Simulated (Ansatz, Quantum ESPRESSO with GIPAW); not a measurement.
# HfSiO4 (Hafnon): relaxing the structure ahead of an NMR calculation

Aim: relax the atoms of HfSiO4 (Hafnon) and see how far that moves its NMR shieldings.

Main program and level: Quantum ESPRESSO with GIPAW 8.0dev (patched build); DFT, PBEsol, plane-wave PAW (pslibrary 1.0.0 recipes), relaxation.

## 1. Starting point

The structure is tetragonal, space group I4_1/amd (No. 141). Conventional cell: a = 6.572 Å, b = 6.572 Å, c = 5.963 Å, α = 90.00°, β = 90.00°, γ = 90.00°. Nearest to Hf lie 8 O at 2.11 to 2.26 Å. Nearest to Si lie 4 O at 1.62 Å. O has 1 Si at 1.62 Å and 2 Hf at 2.11 to 2.26 Å nearest. Farther neighbours and most contacts between anions are not listed.

## 2. Relaxation

The free atoms are relaxed at fixed cell.

File relax.in:

```
&control
  calculation = 'relax'
  prefix = 'x'
  outdir = './tmp/'
  pseudo_dir = './'
  nstep = 50
  forc_conv_thr = 6.0d-04
  etot_conv_thr = 1.0d-05
/
&system
  ibrav = 0
  nat = 12
  ntyp = 3
  ecutwfc = 50
  ecutrho = 330
  nbnd = 40
/
&electrons
  conv_thr = 1.0d-08
  mixing_beta = 0.7
  electron_maxstep = 100
/
&ions
/
ATOMIC_SPECIES
  Hf 178.490 Hf.pbesol-spn-kjpaw_psl.1.0.0-gipaw.UPF
  Si 28.085 Si.pbesol-n-kjpaw_psl.1.0.0-gipaw.UPF
  O 15.999 O.pbesol-n-kjpaw_psl.1.0.0-gipaw.UPF
CELL_PARAMETERS angstrom
  -3.28625000 3.28625000 2.98160000
  3.28625000 -3.28625000 2.98160000
  3.28625000 3.28625000 -2.98160000
ATOMIC_POSITIONS crystal
  Hf 0.00000000 0.00000000 0.00000000
  Hf 0.75000000 0.25000000 0.50000000
  Si 0.50000000 0.50000000 0.00000000
  Si 0.25000000 0.75000000 0.50000000
  O 0.68020000 0.49570000 0.81550000
  O 0.24570000 0.93020000 0.31550000
  O 0.68020000 0.86470000 0.18450000
  O 0.61470000 0.93020000 0.68450000
  O 0.06980000 0.38530000 0.31550000
  O 0.50430000 0.31980000 0.18450000
  O 0.06980000 0.75430000 0.68450000
  O 0.13530000 0.31980000 0.81550000
K_POINTS automatic
  3 3 3 0 0 0
```

Launch:

```
> mpirun -np 4 pw.x -nk 4 -in relax.in > relax.out
```

The program printed:

```text
using ibrav=0 with symmetry is DISCOURAGED, use correct ibrav instead

     bravais-lattice index     =            0
     lattice parameter (alat)  =      10.4344  a.u.
     unit-cell volume          =     869.1749 (a.u.)^3
     number of atoms/cell      =           12
     number of atomic types    =            3
     number of electrons       =        80.00
     number of Kohn-Sham states=           40
     kinetic-energy cutoff     =      50.0000  Ry
     charge density cutoff     =     330.0000  Ry
     scf convergence threshold =      1.0E-08
     mixing beta               =       0.7000
     number of iterations used =            8  plain     mixing
     energy convergence thresh.=      1.0E-05
     force convergence thresh. =      6.0E-04
     Exchange-correlation= SLA-PW-PSX-PSC
                           (   1   4  10   8   0   0   0)
     nstep                     =           50

     celldm(1)=  10.434440  celldm(2)=   0.000000  celldm(3)=   0.000000
     celldm(4)=   0.000000  celldm(5)=   0.000000  celldm(6)=   0.000000

     crystal axes: (cart. coord. in units of alat)
               a(1) = (  -0.595155   0.595155   0.539982 )
               a(2) = (   0.595155  -0.595155   0.539982 )
               a(3) = (   0.595155   0.595155  -0.539982 )

     reciprocal axes: (cart. coord. in units 2 pi/alat)
               b(1) = ( -0.000000  0.840117  0.925957 )
               b(2) = (  0.840117 -0.000000  0.925957 )
               b(3) = (  0.840117  0.840117  0.000000 )

     PseudoPot. # 1 for Hf read from file:
     ./Hf.pbesol-spn-kjpaw_psl.1.0.0-gipaw.UPF

     PseudoPot. # 2 for Si read from file:
     ./Si.pbesol-n-kjpaw_psl.1.0.0-gipaw.UPF

     PseudoPot. # 3 for O  read from file:
     ./O.pbesol-n-kjpaw_psl.1.0.0-gipaw.UPF

     atomic species   valence    mass     pseudopotential
     Hf               12.00   178.49000     Hf( 1.00)
     Si                4.00    28.08500     Si( 1.00)
     O                 6.00    15.99900     O ( 1.00)

     16 Sym. Ops., with inversion, found ( 8 have fractional translation)

   Cartesian axes

     site n.     atom                  positions (alat units)
         1        Hf     tau(   1) = (   0.0000000   0.0000000   0.0000000  )
         2        Hf     tau(   2) = (   0.0000000   0.5951553   0.2699909  )
         3        Si     tau(   3) = (   0.0000000   0.0000000   0.5399818  )
         4        Si     tau(   4) = (   0.5951553  -0.0000000   0.2699909  )
         5        O      tau(   5) = (   0.3755430   0.5951553   0.1946094  )
         6        O      tau(   6) = (   0.5951553  -0.2196123   0.4646003  )
         7        O      tau(   7) = (   0.2196123  -0.0000000   0.7345912  )
         8        O      tau(   8) = (   0.5951553   0.2196123   0.4646003  )
         9        O      tau(   9) = (   0.3755430   0.0000000   0.0753815  )
        10        O      tau(  10) = (   0.0000000   0.2196123   0.3453723  )
        11        O      tau(  11) = (   0.8147676   0.0000000   0.0753815  )
        12        O      tau(  12) = (   0.5951553   0.3755430  -0.1946094  )

     number of k points=     6
                       cart. coord. in units 2pi/alat
        k(    1) = (   0.0000000   0.0000000   0.0000000), wk =   0.0740741
        k(    2) = (   0.2800389   0.2800389   0.0000000), wk =   0.2962963
        k(    3) = (   0.2800389  -0.0000000   0.3086524), wk =   0.5925926
        k(    4) = (   0.5600779   0.2800389   0.3086524), wk =   0.5925926
        k(    5) = (   0.0000000   0.0000000   0.6173048), wk =   0.1481481
        k(    6) = (  -0.0000000   0.5600779  -0.0000000), wk =   0.2962963

     Dense  grid:    87897 G-vectors     FFT dimensions: (  64,  64,  64)

     Smooth grid:    41473 G-vectors     FFT dimensions: (  48,  48,  48)

     Check: negative core charge=   -0.000001

     Initial potential from superposition of free atoms

     starting charge      79.9954, renormalised to      80.0000
     Starting wfcs are   60 randomized atomic wfcs

     Self-consistent Calculation

     iteration #  1     ecut=    50.00 Ry     beta= 0.70
     Davidson diagonalization with overlap
     ethr =  1.00E-02,  avg # of iterations =  2.0

     total energy              =   -1794.09772815 Ry
     estimated scf accuracy    <       3.82978588 Ry

     iteration #  2     ecut=    50.00 Ry     beta= 0.70
     Davidson diagonalization with overlap
     ethr =  4.79E-03,  avg # of iterations =  7.0

     total energy              =   -1796.25835184 Ry
     estimated scf accuracy    <       2.13744044 Ry

     iteration #  3     ecut=    50.00 Ry     beta= 0.70
     Davidson diagonalization with overlap
     ethr =  2.67E-03,  avg # of iterations =  2.0

     total energy              =   -1796.13279941 Ry
     estimated scf accuracy    <       0.49835743 Ry

     iteration #  4     ecut=    50.00 Ry     beta= 0.70
     Davidson diagonalization with overlap
     ethr =  6.23E-04,  avg # of iterations =  7.3

     total energy              =   -1796.50939869 Ry
     estimated scf accuracy    <       0.29896757 Ry

     iteration #  5     ecut=    50.00 Ry     beta= 0.70
     Davidson diagonalization with overlap
     ethr =  3.74E-04,  avg # of iterations =  3.7

     total energy              =   -1796.54079025 Ry
[...]
End of self-consistent calculation
     [one-electron energies left out]

!    total energy              =   -1796.59609065 Ry
     total all-electron energy =    -62655.808134 Ry
[...]
The total energy is the sum of the following terms:
     one-electron contribution =    -115.90598816 Ry
     hartree contribution      =     109.23657472 Ry
     xc contribution           =    -154.61675761 Ry
     ewald contribution        =    -362.05525608 Ry
     one-center paw contrib.   =   -1273.25466351 Ry

     convergence has been achieved in   8 iterations

     Forces acting on atoms (cartesian axes, Ry/au):

[...]
Total force =     0.005144     Total SCF correction =     0.000045
     Energy error            =      7.8E-05 Ry
     Gradient error          =      1.8E-03 Ry/Bohr

     number of scf cycles    =   4
     number of bfgs steps    =   3

     energy             old  =   -1796.5960125342 Ry
     energy             new  =   -1796.5960906455 Ry

     CASE: energy            _new < energy            _old

     new trust radius        =       0.0050353702 bohr
     new conv_thr            =       0.0000000003 Ry

ATOMIC_POSITIONS (crystal)
[...]
XML data file
     NEW-OLD atomic charge density approx. for the potential

     Check: negative core charge=   -0.000001

     Self-consistent Calculation

[...]
Threshold (ethr) on eigenvalues was too large:
     Diagonalizing with lowered threshold

[...]
End of self-consistent calculation
     [one-electron energies left out]

!    total energy              =   -1796.59612423 Ry
     total all-electron energy =    -62655.808168 Ry
[...]
The total energy is the sum of the following terms:
     one-electron contribution =    -116.09516497 Ry
     hartree contribution      =     109.33750208 Ry
     xc contribution           =    -154.61802105 Ry
     ewald contribution        =    -361.96565218 Ry
     one-center paw contrib.   =   -1273.25478811 Ry

     convergence has been achieved in   7 iterations

     Forces acting on atoms (cartesian axes, Ry/au):

[...]
Total force =     0.002790     Total SCF correction =     0.000036
     Energy error            =      3.4E-05 Ry
     Gradient error          =      7.6E-04 Ry/Bohr

     number of scf cycles    =   5
     number of bfgs steps    =   4

     energy             old  =   -1796.5960906455 Ry
     energy             new  =   -1796.5961242344 Ry

     CASE: energy            _new < energy            _old

     new trust radius        =       0.0012866664 bohr
     new conv_thr            =       0.0000000001 Ry

ATOMIC_POSITIONS (crystal)
[...]
XML data file
     NEW-OLD atomic charge density approx. for the potential

     Check: negative core charge=   -0.000001

     Self-consistent Calculation

[...]
Threshold (ethr) on eigenvalues was too large:
     Diagonalizing with lowered threshold

[...]
total energy              =   -1796.59612863 Ry
[...]
iteration #  6     ecut=    50.00 Ry     beta= 0.70
     Davidson diagonalization with overlap
     ethr =  2.90E-12,  avg # of iterations =  8.2

     total energy              =   -1796.59612863 Ry
     estimated scf accuracy    <          5.5E-09 Ry

     iteration #  7     ecut=    50.00 Ry     beta= 0.70
     Davidson diagonalization with overlap
     ethr =  2.90E-12,  avg # of iterations =  5.8

     total energy              =   -1796.59612863 Ry
     estimated scf accuracy    <          3.7E-10 Ry

     iteration #  8     ecut=    50.00 Ry     beta= 0.70
     Davidson diagonalization with overlap
     ethr =  4.64E-13,  avg # of iterations =  8.0

     total energy              =   -1796.59612863 Ry
     estimated scf accuracy    <          4.8E-10 Ry

     iteration #  9     ecut=    50.00 Ry     beta= 0.70
     Davidson diagonalization with overlap
     ethr =  4.64E-13,  avg # of iterations =  2.0

     total energy              =   -1796.59612863 Ry
     estimated scf accuracy    <          1.8E-10 Ry

     iteration # 10     ecut=    50.00 Ry     beta= 0.70
     Davidson diagonalization with overlap
     ethr =  2.30E-13,  avg # of iterations =  4.3

     End of self-consistent calculation
     [one-electron energies left out]

!    total energy              =   -1796.59612863 Ry
     total all-electron energy =    -62655.808172 Ry
     estimated scf accuracy    <          1.3E-12 Ry

     The total energy is the sum of the following terms:
     one-electron contribution =    -116.15902142 Ry
     hartree contribution      =     109.37219909 Ry
     xc contribution           =    -154.61722772 Ry
     ewald contribution        =    -361.93733433 Ry
     one-center paw contrib.   =   -1273.25474425 Ry

     convergence has been achieved in  10 iterations

     Forces acting on atoms (cartesian axes, Ry/au):

[...]
atom    8 type  3   force =     0.00000000    0.00018357    0.00015584
     atom    9 type  3   force =    -0.00018357   -0.00000000   -0.00015584
     atom   10 type  3   force =    -0.00000000    0.00018357   -0.00015584
     atom   11 type  3   force =     0.00018357   -0.00000000   -0.00015584
     atom   12 type  3   force =     0.00000000   -0.00018357   -0.00015584

     Total force =     0.000681     Total SCF correction =     0.000002
     Energy error            =      4.4E-06 Ry
     Gradient error          =      1.8E-04 Ry/Bohr

     bfgs converged in   6 scf cycles and   5 bfgs steps
     (criteria: energy <  1.0E-05 Ry, force <  6.0E-04 Ry/Bohr)

     End of BFGS Geometry Optimization

     Final energy             =   -1796.5961286265 Ry

     File ./tmp/x.bfgs deleted, as requested
Begin final coordinates

ATOMIC_POSITIONS (crystal)
[...]
O                0.6184783165        0.9330335640        0.6854447526
O                0.0669664360        0.3815216835        0.3145552474
O                0.5024111886        0.3169664360        0.1854447526
O                0.0669664360        0.7524111886        0.6854447526
O                0.1315216835        0.3169664360        0.8145552474
End final coordinates

     XML data file, charge density, pseudopotentials, collected wavefunctions

   JOB DONE.
```

The job ended after 3.7 min (4 MPI ranks of Arm Neoverse V1, shared host; peak memory 0.77 GiB).

The steps of the relaxation:

```csv
step,energy less that of the first step (eV),largest force (eV/Å)
1,0.0000,0.8321
2,-0.0509,0.1190
3,-0.0524,0.0638
4,-0.0534,0.0468
5,-0.0539,0.0254
6,-0.0539,0.0062
```

The atoms that moved most (Å):

```
atom      dx      dy      dz  length
  O5  -0.006   0.000   0.017   0.018
 O11   0.006   0.000  -0.017   0.018
  O6   0.000  -0.006   0.017   0.018
 O10   0.000   0.006  -0.017   0.018
  O9  -0.006   0.000  -0.017   0.018
 O12   0.000  -0.006  -0.017   0.018
  O7   0.006   0.000   0.017   0.018
  O8   0.000   0.006   0.017   0.018
```

Final coordinates:

```
Hf Si O
1.0
    -3.28625    3.28625    2.98160
     3.28625   -3.28625    2.98160
     3.28625    3.28625   -2.98160
Hf Si O
2 2 8
Direct
  0.00000 0.00000 0.00000
  0.75000 0.25000 0.50000
  0.50000 0.50000 0.00000
  0.25000 0.75000 0.50000
  0.68303 0.49759 0.81456
  0.24759 0.93303 0.31456
  0.68303 0.86848 0.18544
  0.61848 0.93303 0.68544
  0.06697 0.38152 0.31456
  0.50241 0.31697 0.18544
  0.06697 0.75241 0.68544
  0.13152 0.31697 0.81456
```

The relaxation ends 4.5 meV an atom lower, with a largest force of 0.0062 eV/Å.

## 3. Shieldings on the relaxed structure

The current that a uniform magnetic field induces gives the shielding at each nucleus.

pw.x and gipaw.x (a patched development version of Quantum ESPRESSO), PBEsol, 55 Ry, mesh 4×4×4.

File nmr.in:

```
&inputgipaw
  job = 'nmr'
  prefix = 'x'
  tmp_dir = './tmp/'
  restart_mode = 'from_scratch'
  verbosity = 'low'
  q_gipaw = 0.01
  spline_ps = .true.
  conv_threshold = 1.0d-11
  use_nmr_macroscopic_shape = .false.
  pawproj(1) = .true.
  pawproj(2) = .true.
  pawproj(3) = .true.
/
```

Launch:

```
> mpirun -np 4 gipaw.x -in nmr.in > nmr.out
```

The program printed:

```text
[banner, memory and clock lines left out]
[a note of our patched build left out]

     Parallelizing q-star over 1 images

     IMPORTANT: XC functional enforced from input :
     Exchange-correlation= PBESOL
                           (   1   4  10   8   0   0   0)
     Any further DFT definition will be discarded
     Please, verify this is what you really want

     Check: negative core charge=   -0.000001
[...]
projs nearly linearly dependent: l=0  n1,n2= 1, 2  s=  0.99147125
[...]
alpha_pv=    120.5382 eV

     spline_ps is .false., expect some extrapolation errors

     q-space interpolation up to    66.00 Rydberg

     GIPAW job: nmr
     NMR macroscopic correction: no
[...]
Computing the magnetic susceptibility     isolve=0    ethr=  0.1000E-10
     Starting from scratch
     k-point #    1 of    13      pool #  1    cpu time:       1.7
[...]
End of magnetic susceptibility calculation

     f-sum rule (1st term):
           -80.3349          0.0000          0.0000
[...]
Atom  3  Si  pos: (  0.000000  0.000000  0.539982)  Total sigma:         398.94
[...]
Si      3    anisotropy:     11.17    eta:    0.0000
[...]
Atom  4  Si  pos: (  0.595155  0.000000  0.269991)  Total sigma:         398.94
[...]
Atom  5  O   pos: (  0.374418  0.595155  0.197670)  Total sigma:          77.93
[...]
O       5    anisotropy:    -78.80    eta:    0.2391
[...]
Atom  6  O   pos: (  0.595155 -0.220737  0.467660)  Total sigma:          77.93
[...]
Atom  7  O   pos: (  0.220737 -0.000000  0.737651)  Total sigma:          77.93
[...]
Atom  8  O   pos: (  0.595155  0.220737  0.467660)  Total sigma:          77.93
[...]
Atom  9  O   pos: (  0.374418  0.000000  0.072321)  Total sigma:          77.93
[...]
Atom 10  O   pos: (  0.000000  0.220737  0.342312)  Total sigma:          77.93
[...]
Atom 11  O   pos: (  0.815892  0.000000  0.072321)  Total sigma:          77.93
[...]
Atom 12  O   pos: (  0.595155  0.374418 -0.197670)  Total sigma:          77.93
[...]
```

Elapsed: 17 min, on 4 MPI ranks; peak memory 0.48 GiB.

Before and after:

```csv
site,atom no.,mean bond before (Å),after (Å),σ_iso before (ppm),after (ppm)
Hf,1,2.187,2.177,5300.7,5282.4
Si,3,1.620,1.636,401.0,398.9
O,5,1.998,1.997,80.4,77.9
```

## 4. Outcome

```json
{
 "σ_iso of Hf": "5282 ppm",
 "σ_iso of Si": "398.9 ppm",
 "σ_iso of O": "77.9 ppm"
}
```

The largest change of shielding is -18.3 ppm, on Hf. The largest move of an atom is 0.018 Å in the cell's frame. Spin-orbit coupling is missing, which matters for Hf and for the light atoms bound to such centres; it can also move field gradients at such atoms, by some per cent and up to a factor of two. The scalar-relativistic files are used with non-relativistic response operators, which weighs most on the heavy atoms' own shieldings. In PBE checks against another PAW code, field gradients made this way came out (cores as stored) 4 to 9 % larger on O (three silicas and corundum) and 6 % smaller on Al (corundum alone). This build of gipaw.x prints that it is not audited and that its numbers are no references by themselves. The session's other runs are not shown; 0 of its 10 runs failed.

[Banner, clock, file and message-heading lines were taken out of the pw.x and gipaw.x logs.]

[Logs are printed without paths, hosts, clocks, repeated set-up lines and the standing remarks that a program may print on its own settings, such as how far it seeks lower states.]

[Hosts, paths, dates, database ids (printed as entryN), source tags and the programs' standing remarks are cut or masked in the printed files.]
